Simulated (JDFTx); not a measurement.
# Nb (Im-3m) in JDFTx: equation of state

Aim: energy against volume of Nb in PBEsol, for its equilibrium volume and stiffness.

All numbers are computed with JDFTx 1.7.0 (patched build); they aren't measurements. Logs are shortened: lines on timing, memory, paths and dates and some standing lists are left out, and cuts for length are marked. The log counts tension as positive stress, the text compression.

**Measured values to compare with.**

From “Pressure effects on the electronic structure and superconductivity of (TaNb)0.67(HfZrTi)0.33 high entropy alloy”, 2019, arxiv:1910.08312, for a bulk crystal of Nb: bulk modulus 169 GPa.

The runs below are set against these values where they give the same quantity.

### 1 The crystal as given

The structure is cubic, space group Im-3m (No. 229). The conventional cell has a = 3.328 Å, b = 3.328 Å, c = 3.328 Å, α = 90.00°, β = 90.00°, γ = 90.00°. Nb (site symmetry m-3m) has 8 Nb at 2.88 Å as nearest neighbours.

### 2 Equation of state, PBEsol, 17.32 Å³/atom (volume scaled by 0.94)

Input file Nb.in:

```
lattice \
   -3.0802201456     3.0802201456     3.0802201456 \
    3.0802201456    -3.0802201456     3.0802201456 \
    3.0802201456     3.0802201456    -3.0802201456
coords-type Lattice
ion Nb     0.0000000000     0.0000000000     0.0000000000 1

ion-species pseudo/Nb.upf
elec-cutoff 41
elec-ex-corr gga-PBEsol
kpoint-folding 11 11 11
elec-smearing Fermi 0.0018374661
elec-n-bands 12
electronic-SCF nIterations 100 energyDiffThreshold 1e-09
electronic-minimize nIterations 30 energyDiffThreshold 1e-7
forces-output-coords Cartesian

dump-name run.$VAR
dump End Ecomponents EigStats BandEigs Kpoints Forces Stress
```

Potentials or basis: PseudoDojo-SR-PBEsol-0.4.1-standard with smoothed tails.

The run is started by

```console
jdftx -c 1 -i Nb.in -o Nb.out
```

The log of the run:

```text
*************** JDFTx 1.7.0 (patched build) ***************

Input parsed successfully to the following command list (including defaults):
[... the input with its defaults ...]

---------- Setting up symmetries ----------

Found 48 point-group symmetries of the bravais lattice
Found 48 space-group symmetries with basis
Applied RMS atom displacement 0 bohrs to make symmetries exact.

---------- Initializing the Grid ----------
R =
[     -3.08022      3.08022      3.08022  ]
[      3.08022     -3.08022      3.08022  ]
[      3.08022      3.08022     -3.08022  ]
unit cell volume = 116.898
G =
[ -6.80428e-18    1.01992    1.01992  ]
[    1.01992 -6.80428e-18    1.01992  ]
[    1.01992    1.01992 -6.80428e-18  ]
Minimum fftbox size, Smin = [  32  32  32  ]
Chosen fftbox size, S = [  32  32  32  ]

---------- Exchange Correlation functional ----------
Initalized PBEsol GGA exchange.
Initalized PBEsol GGA correlation.

---------- Setting up pseudopotentials ----------
Width of ionic core gaussian charges (only for fluid interactions / plotting) set to 0

Reading pseudopotential file 'pseudo/Nb.upf':
  'Nb' pseudopotential, 'PBESOL' functional
  Generated using ONCVPSP code by D. R. Hamann
  13 valence electrons, 4 orbitals, 6 projectors, 1001 radial grid points, with lMax = 2
    4S    l: 0   occupation:  2.0   eigenvalue: -2.144371
    4P    l: 1   occupation:  6.0   eigenvalue: -1.267571
    4D    l: 2   occupation:  4.0   eigenvalue: -0.112300
    5S    l: 0   occupation:  1.0   eigenvalue: -0.147497
  Core radius for overlap checks: 1.37 bohrs.

Initialized 1 species with 1 total atoms.

Folded 1 k-points by 11x11x11 to 1331 k-points.

---------- Setting up k-points, bands, fillings ----------
Reduced to 56 k-points under symmetry.
Computing the number of bands and number of electrons
Calculating initial fillings.
nElectrons:  13.000000   nBands: 12   nStates: 56

----- Setting up reduced wavefunction bases (one per k-point) -----
average nbasis = 1465.657 , ideal nbasis = 1465.801

---------- Setting up ewald sum ----------
Optimum gaussian width for ewald sums = 1.923223 bohr.
Real space sum over 2197 unit cells with max indices [  6  6  6  ]
Reciprocal space sum over 2197 terms with max indices [  6  6  6  ]

---------- Allocating electronic variables ----------
Initializing wave functions:  linear combination of atomic orbitals
Note: number of bands (12) exceeds available atomic orbitals (10)
Nb pseudo-atom occupations:   s ( 2 2 )  p ( 6 )  d ( 3 )
	FillingsUpdate:  mu: +0.696475762  nElectrons: 13.000000
LCAOMinimize: Iter:   0  F: -57.4540394740066986  |grad|_K:  2.774e-04  alpha:  1.000e+00
	FillingsUpdate:  mu: +0.694787800  nElectrons: 13.000000
LCAOMinimize: Iter:   1  F: -57.4542678831170122  |grad|_K:  4.792e-06  alpha:  7.433e-01  linmin: -2.449e-02  cgtest:  2.925e-01
LCAOMinimize: Encountered beta<0, resetting CG.
	FillingsUpdate:  mu: +0.694779541  nElectrons: 13.000000
LCAOMinimize: Iter:   2  F: -57.4542679716436382  |grad|_K:  2.664e-07  alpha:  9.564e-01  linmin:  6.041e-03  cgtest: -1.869e-02
	FillingsUpdate:  mu: +0.694781134  nElectrons: 13.000000
LCAOMinimize: Iter:   3  F: -57.4542679718635796  |grad|_K:  9.650e-09  alpha:  7.640e-01  linmin:  2.188e-02  cgtest: -1.112e-01
LCAOMinimize: Converged (|Delta F|<1.000000e-06 for 2 iters).

-------- Electronic minimization -----------
Will mix electronic density at each iteration.
	FillingsUpdate:  mu: +0.694781134  nElectrons: 13.000000
	FillingsUpdate:  mu: +0.687658297  nElectrons: 13.000000
SCF: Cycle:  0   F: -57.472954331394412   dF: -1.869e-02   |Residual|: 2.189e-02   |deigs|: 2.425e-01
	FillingsUpdate:  mu: +0.685791601  nElectrons: 13.000000
SCF: Cycle:  1   F: -57.473253687147142   dF: -2.994e-04   |Residual|: 1.037e-02   |deigs|: 5.607e-03
	FillingsUpdate:  mu: +0.684612614  nElectrons: 13.000000
SCF: Cycle:  2   F: -57.473282879670272   dF: -2.919e-05   |Residual|: 1.927e-03   |deigs|: 2.107e-03
	FillingsUpdate:  mu: +0.684757467  nElectrons: 13.000000
SCF: Cycle:  3   F: -57.473283827170569   dF: -9.475e-07   |Residual|: 2.975e-04   |deigs|: 3.667e-04
	FillingsUpdate:  mu: +0.684723988  nElectrons: 13.000000
SCF: Cycle:  4   F: -57.473283935284869   dF: -1.081e-07   |Residual|: 1.315e-04   |deigs|: 8.462e-05
	FillingsUpdate:  mu: +0.684707003  nElectrons: 13.000000
SCF: Cycle:  5   F: -57.473283947606824   dF: -1.232e-08   |Residual|: 5.391e-05   |deigs|: 5.175e-05
	FillingsUpdate:  mu: +0.684713184  nElectrons: 13.000000
SCF: Cycle:  6   F: -57.473283950974441   dF: -3.368e-09   |Residual|: 1.094e-05   |deigs|: 2.813e-05
	FillingsUpdate:  mu: +0.684712659  nElectrons: 13.000000
SCF: Cycle:  7   F: -57.473283951538896   dF: -5.645e-10   |Residual|: 5.766e-06   |deigs|: 2.257e-05
	FillingsUpdate:  mu: +0.684711861  nElectrons: 13.000000
SCF: Cycle:  8   F: -57.473283951716844   dF: -1.779e-10   |Residual|: 1.006e-06   |deigs|: 1.884e-05
SCF: Converged (|Delta E|<1.000000e-09 for 2 iters).

Setting wave functions to eigenvectors of Hamiltonian

# Stress tensor in Cartesian coordinates [Eh/a0^3]:
[ -0.000100938            0            0  ]
[            0 -0.000100938            0  ]
[            0            0 -0.000100938  ]

# Ionic positions in lattice coordinates:
ion Nb   0.000000000000000   0.000000000000000   0.000000000000000 1

# Forces in Cartesian coordinates:
force Nb  -0.000000000000000   0.000000000000000   0.000000000000000 1

# Energy components:
   Eewald =      -49.9177350883113462
       EH =        7.1966260449137485
     Eloc =      -32.5075850283108565
      Enl =        7.7813406854695106
      Exc =      -13.0126020970305643
 Exc_core =        4.7784515591267311
       KE =       18.2087967561710329
-------------------------------------
     Etot =      -57.4727071679717270
       TS =        0.0005767837451179
-------------------------------------
        F =      -57.4732839517168443

IonicMinimize: Iter:   0  F: -57.473283951716844  |grad|_K:  0.000e+00
IonicMinimize: Converged (|grad|_K<1.000000e-04).

#--- Lowdin population analysis ---
# oxidation-state Nb +0.037

Dumping 'run.eigStats' ...
	eMin: -1.306057 at state 0 ( [ +0.000000 +0.000000 +0.000000 ] spin 0 )
	HOMO: +0.684472 at state 3 ( [ +0.000000 +0.000000 +0.272727 ] spin 0 )
	mu  : +0.684712
	LUMO: +0.684855 at state 6 ( [ +0.000000 +0.090909 +0.090909 ] spin 0 )
	eMax: +1.354365 at state 47 ( [ +0.272727 +0.272727 -0.272727 ] spin 0 )
	HOMO-LUMO gap: +0.000383
	Optical gap  : +0.003982 at state 6 ( [ +0.000000 +0.090909 +0.090909 ] spin 0 )
Done!
```

Wall time 16 s (1 thread of AMD EPYC 7R43 (Zen 3), shared host); peak memory 0.08 GiB.

What came out:

| Item | Value |
| --- | --- |
| Free energy | -1563.9277 eV |
| Pressure | 3.0 GPa |
| Band gap on the k mesh | none (metal or under the smearing width) |

### 3 Equation of state, PBEsol, 17.69 Å³/atom (volume scaled by 0.96)

Input file Nb.in:

```
lattice \
   -3.1019125514     3.1019125514     3.1019125514 \
    3.1019125514    -3.1019125514     3.1019125514 \
    3.1019125514     3.1019125514    -3.1019125514
coords-type Lattice
ion Nb     0.0000000000     0.0000000000     0.0000000000 1

ion-species pseudo/Nb.upf
elec-cutoff 41
elec-ex-corr gga-PBEsol
kpoint-folding 11 11 11
elec-smearing Fermi 0.0018374661
elec-n-bands 12
electronic-SCF nIterations 100 energyDiffThreshold 1e-09
electronic-minimize nIterations 30 energyDiffThreshold 1e-7
forces-output-coords Cartesian

dump-name run.$VAR
dump End Ecomponents EigStats BandEigs Kpoints Forces Stress ElecDensity Dtot KEdensity
```

Potentials or basis: PseudoDojo-SR-PBEsol-0.4.1-standard with smoothed tails.

The run is started by

```console
jdftx -c 1 -i Nb.in -o Nb.out
```

It took 15 s on 1 thread of AMD EPYC 7R43 (Zen 3), shared host; peak memory 0.08 GiB.

Results (log left out):

- Free energy: -1563.9302 eV
- Pressure: -0.9 GPa
- Band gap on the k mesh: none (metal or under the smearing width)

### 4 Equation of state, PBEsol, 18.06 Å³/atom (volume scaled by 0.98)

Changes to Nb.in since step 3:

```diff
@@ -1,5 +1,5 @@
 lattice \
-   -3.1019125514     3.1019125514     3.1019125514 \
-    3.1019125514    -3.1019125514     3.1019125514 \
-    3.1019125514     3.1019125514    -3.1019125514
+   -3.1233057277     3.1233057277     3.1233057277 \
+    3.1233057277    -3.1233057277     3.1233057277 \
+    3.1233057277     3.1233057277    -3.1233057277
 coords-type Lattice
```

The run is started by

```console
jdftx -c 1 -i Nb.in -o Nb.out
```

Run time: 17 s. Hardware: 1 thread of AMD EPYC 7R43 (Zen 3), shared host; peak memory 0.08 GiB.

It converged, with:

| Item | Value |
| --- | --- |
| Free energy | -1563.9241 eV |
| Pressure | -4.4 GPa |
| Band gap on the k mesh | none (metal or under the smearing width) |

### 5 Equation of state, PBEsol, 18.43 Å³/atom

Changes to Nb.in since step 4:

```diff
@@ -1,5 +1,5 @@
 lattice \
-   -3.1233057277     3.1233057277     3.1233057277 \
-    3.1233057277    -3.1233057277     3.1233057277 \
-    3.1233057277     3.1233057277    -3.1233057277
+   -3.1444097851     3.1444097851     3.1444097851 \
+    3.1444097851    -3.1444097851     3.1444097851 \
+    3.1444097851     3.1444097851    -3.1444097851
 coords-type Lattice
```

The run is started by

```console
jdftx -c 1 -i Nb.in -o Nb.out
```

Wall time 18 s (1 thread of AMD EPYC 7R43 (Zen 3), shared host); peak memory 0.08 GiB.

It converged, with:

```
Free energy            : -1563.9103 eV
Pressure               : -7.7 GPa
Band gap on the k mesh : none (metal or under the smearing width)
```

### 6 Equation of state, PBEsol, 18.80 Å³/atom (volume scaled by 1.02)

Changes to Nb.in since step 5:

```diff
@@ -1,5 +1,5 @@
 lattice \
-   -3.1444097851     3.1444097851     3.1444097851 \
-    3.1444097851    -3.1444097851     3.1444097851 \
-    3.1444097851     3.1444097851    -3.1444097851
+   -3.1652342979     3.1652342979     3.1652342979 \
+    3.1652342979    -3.1652342979     3.1652342979 \
+    3.1652342979     3.1652342979    -3.1652342979
 coords-type Lattice
```

Potentials or basis: PseudoDojo-SR-PBEsol-0.4.1-standard with smoothed tails.

The run is started by

```console
jdftx -c 1 -i Nb.in -o Nb.out
```

The log of the run:

```text
*************** JDFTx 1.7.0 (patched build) ***************

Input parsed successfully to the following command list (including defaults):
[... the input with its defaults ...]

---------- Setting up symmetries ----------

Found 48 point-group symmetries of the bravais lattice
Found 48 space-group symmetries with basis
Applied RMS atom displacement 0 bohrs to make symmetries exact.

---------- Initializing the Grid ----------
R =
[     -3.16523      3.16523      3.16523  ]
[      3.16523     -3.16523      3.16523  ]
[      3.16523      3.16523     -3.16523  ]
unit cell volume = 126.846
G =
[ -4.24311e-17   0.992531   0.992531  ]
[   0.992531 -4.24311e-17   0.992531  ]
[   0.992531   0.992531 -4.24311e-17  ]
Minimum fftbox size, Smin = [  32  32  32  ]
Chosen fftbox size, S = [  32  32  32  ]

---------- Exchange Correlation functional ----------
Initalized PBEsol GGA exchange.
Initalized PBEsol GGA correlation.

---------- Setting up pseudopotentials ----------
Width of ionic core gaussian charges (only for fluid interactions / plotting) set to 0

Reading pseudopotential file 'pseudo/Nb.upf':
  'Nb' pseudopotential, 'PBESOL' functional
  Generated using ONCVPSP code by D. R. Hamann
  13 valence electrons, 4 orbitals, 6 projectors, 1001 radial grid points, with lMax = 2
    4S    l: 0   occupation:  2.0   eigenvalue: -2.144371
    4P    l: 1   occupation:  6.0   eigenvalue: -1.267571
    4D    l: 2   occupation:  4.0   eigenvalue: -0.112300
    5S    l: 0   occupation:  1.0   eigenvalue: -0.147497
  Core radius for overlap checks: 1.37 bohrs.

Initialized 1 species with 1 total atoms.

Folded 1 k-points by 11x11x11 to 1331 k-points.

---------- Setting up k-points, bands, fillings ----------
Reduced to 56 k-points under symmetry.
Computing the number of bands and number of electrons
Calculating initial fillings.
nElectrons:  13.000000   nBands: 12   nStates: 56

----- Setting up reduced wavefunction bases (one per k-point) -----
average nbasis = 1590.669 , ideal nbasis = 1590.550

---------- Setting up ewald sum ----------
Optimum gaussian width for ewald sums = 1.976304 bohr.
Real space sum over 2197 unit cells with max indices [  6  6  6  ]
Reciprocal space sum over 2197 terms with max indices [  6  6  6  ]

---------- Allocating electronic variables ----------
Initializing wave functions:  linear combination of atomic orbitals
Note: number of bands (12) exceeds available atomic orbitals (10)
Nb pseudo-atom occupations:   s ( 2 2 )  p ( 6 )  d ( 3 )
	FillingsUpdate:  mu: +0.633138287  nElectrons: 13.000000
LCAOMinimize: Iter:   0  F: -57.4521448340260790  |grad|_K:  2.782e-04  alpha:  1.000e+00
	FillingsUpdate:  mu: +0.631317262  nElectrons: 13.000000
LCAOMinimize: Iter:   1  F: -57.4523712405616891  |grad|_K:  4.257e-06  alpha:  7.265e-01  linmin: -1.061e-03  cgtest:  1.187e-02
	FillingsUpdate:  mu: +0.631318226  nElectrons: 13.000000
LCAOMinimize: Iter:   2  F: -57.4523713110457095  |grad|_K:  6.272e-08  alpha:  9.646e-01  linmin: -1.235e-03  cgtest:  3.697e-03
	FillingsUpdate:  mu: +0.631317907  nElectrons: 13.000000
LCAOMinimize: Iter:   3  F: -57.4523713110591245  |grad|_K:  1.018e-08  alpha:  7.270e-01  linmin: -1.632e-01  cgtest:  6.027e-01
LCAOMinimize: Encountered beta<0, resetting CG.
LCAOMinimize: Converged (|Delta F|<1.000000e-06 for 2 iters).

-------- Electronic minimization -----------
Will mix electronic density at each iteration.
	FillingsUpdate:  mu: +0.631317907  nElectrons: 13.000000
	FillingsUpdate:  mu: +0.625680617  nElectrons: 13.000000
SCF: Cycle:  0   F: -57.471571282297987   dF: -1.920e-02   |Residual|: 2.310e-02   |deigs|: 1.647e-01
	FillingsUpdate:  mu: +0.623832367  nElectrons: 13.000000
SCF: Cycle:  1   F: -57.471841329273630   dF: -2.700e-04   |Residual|: 1.167e-02   |deigs|: 5.720e-03
	FillingsUpdate:  mu: +0.622508789  nElectrons: 13.000000
SCF: Cycle:  2   F: -57.471866825151046   dF: -2.550e-05   |Residual|: 1.673e-03   |deigs|: 2.019e-03
	FillingsUpdate:  mu: +0.622705441  nElectrons: 13.000000
SCF: Cycle:  3   F: -57.471867964539861   dF: -1.139e-06   |Residual|: 3.413e-04   |deigs|: 4.050e-04
	FillingsUpdate:  mu: +0.622651806  nElectrons: 13.000000
SCF: Cycle:  4   F: -57.471868087944848   dF: -1.234e-07   |Residual|: 1.413e-04   |deigs|: 1.058e-04
	FillingsUpdate:  mu: +0.622647407  nElectrons: 13.000000
SCF: Cycle:  5   F: -57.471868097830779   dF: -9.886e-09   |Residual|: 2.611e-05   |deigs|: 3.420e-05
	FillingsUpdate:  mu: +0.622653370  nElectrons: 13.000000
SCF: Cycle:  6   F: -57.471868100452433   dF: -2.622e-09   |Residual|: 1.575e-05   |deigs|: 2.662e-05
	FillingsUpdate:  mu: +0.622652004  nElectrons: 13.000000
SCF: Cycle:  7   F: -57.471868101229397   dF: -7.770e-10   |Residual|: 5.652e-06   |deigs|: 2.440e-05
	FillingsUpdate:  mu: +0.622650854  nElectrons: 13.000000
SCF: Cycle:  8   F: -57.471868101492284   dF: -2.629e-10   |Residual|: 3.206e-06   |deigs|: 3.513e-05
SCF: Converged (|Delta E|<1.000000e-09 for 2 iters).

Setting wave functions to eigenvectors of Hamiltonian

# Stress tensor in Cartesian coordinates [Eh/a0^3]:
[  0.000362645            0            0  ]
[            0  0.000362645            0  ]
[            0            0  0.000362645  ]

# Ionic positions in lattice coordinates:
ion Nb   0.000000000000000   0.000000000000000   0.000000000000000 1

# Forces in Cartesian coordinates:
force Nb  -0.000000000000000  -0.000000000000000  -0.000000000000000 1

# Energy components:
   Eewald =      -48.5770084520287710
       EH =        7.6914424015665066
     Eloc =      -34.2501745998392977
      Enl =        7.7753042354685897
      Exc =      -12.9629983579153834
 Exc_core =        4.7784514415987891
       KE =       18.0736400814583007
-------------------------------------
     Etot =      -57.4713432496912517
       TS =        0.0005248518010340
-------------------------------------
        F =      -57.4718681014922836

IonicMinimize: Iter:   0  F: -57.471868101492284  |grad|_K:  0.000e+00
IonicMinimize: Converged (|grad|_K<1.000000e-04).

#--- Lowdin population analysis ---
# oxidation-state Nb +0.043

Dumping 'run.eigStats' ...
	eMin: -1.372539 at state 0 ( [ +0.000000 +0.000000 +0.000000 ] spin 0 )
	HOMO: +0.622222 at state 41 ( [ +0.181818 +0.363636 -0.363636 ] spin 0 )
	mu  : +0.622651
	LUMO: +0.622869 at state 24 ( [ +0.090909 +0.181818 -0.181818 ] spin 0 )
	eMax: +1.241878 at state 47 ( [ +0.272727 +0.272727 -0.272727 ] spin 0 )
	HOMO-LUMO gap: +0.000647
	Optical gap  : +0.003641 at state 6 ( [ +0.000000 +0.090909 +0.090909 ] spin 0 )
Done!
```

Wall time 17 s (1 thread of AMD EPYC 7R43 (Zen 3), shared host); peak memory 0.08 GiB.

Results:

| Item | Value |
| --- | --- |
| Free energy | -1563.8892 eV |
| Pressure | -10.7 GPa |
| Band gap on the k mesh | none (metal or under the smearing width) |

### 7 Equation of state, PBEsol, 19.17 Å³/atom (volume scaled by 1.04)

Changes to Nb.in since step 6:

```diff
@@ -1,5 +1,5 @@
 lattice \
-   -3.1652342979     3.1652342979     3.1652342979 \
-    3.1652342979    -3.1652342979     3.1652342979 \
-    3.1652342979     3.1652342979    -3.1652342979
+   -3.1857883432     3.1857883432     3.1857883432 \
+    3.1857883432    -3.1857883432     3.1857883432 \
+    3.1857883432     3.1857883432    -3.1857883432
 coords-type Lattice
```

The run is started by

```console
jdftx -c 1 -i Nb.in -o Nb.out
```

It took 18 s on 1 thread of AMD EPYC 7R43 (Zen 3), shared host; peak memory 0.08 GiB.

The run converged. Its results:

* Free energy: -1563.8616 eV
* Pressure: -13.4 GPa
* Band gap on the k mesh: none (metal or under the smearing width)

### 8 Equation of state, PBEsol, 19.53 Å³/atom (volume scaled by 1.06)

Changes to Nb.in since step 7:

```diff
@@ -1,5 +1,5 @@
 lattice \
-   -3.1857883432     3.1857883432     3.1857883432 \
-    3.1857883432    -3.1857883432     3.1857883432 \
-    3.1857883432     3.1857883432    -3.1857883432
+   -3.2060805359     3.2060805359     3.2060805359 \
+    3.2060805359    -3.2060805359     3.2060805359 \
+    3.2060805359     3.2060805359    -3.2060805359
 coords-type Lattice
```

The run is started by

```console
jdftx -c 1 -i Nb.in -o Nb.out
```

It took 30 s on 1 thread of AMD EPYC 7R43 (Zen 3), shared host; peak memory 0.08 GiB.

The run converged. Its results:

- Free energy: -1563.8281 eV
- Pressure: -15.8 GPa
- Band gap on the k mesh: none (metal or under the smearing width)

### 9 Equation of state, PBEsol

Potentials or basis: PseudoDojo-SR-PBEsol-0.4.1-standard with smoothed tails.

This step only gathers the single runs of the series.

What came out:

* Equilibrium volume: 17.61 Å³/atom
* Bulk modulus: 181 GPa
* Pressure derivative of the bulk modulus: 3.3

Energy against volume, from the lowest point:
```
volume (Å³/atom)  energy (meV/atom)
          17.322               2.46
          17.691               0.00
          18.060               6.05
          18.428              19.94
          18.797              40.99
          19.165              68.58
          19.534             102.11
```

### 10 Against experiment

Step 9. Measured bulk modulus of Nb: 169 GPa (quoted in “Pressure effects on the electronic structure and superconductivity of (TaNb)0.67(HfZrTi)0.33 high entropy alloy”, 2019, arxiv:1910.08312). This calculation gives 181 GPa (+7.2 %). The fit is for a static lattice scaled at fixed shape and fixed fractional positions.
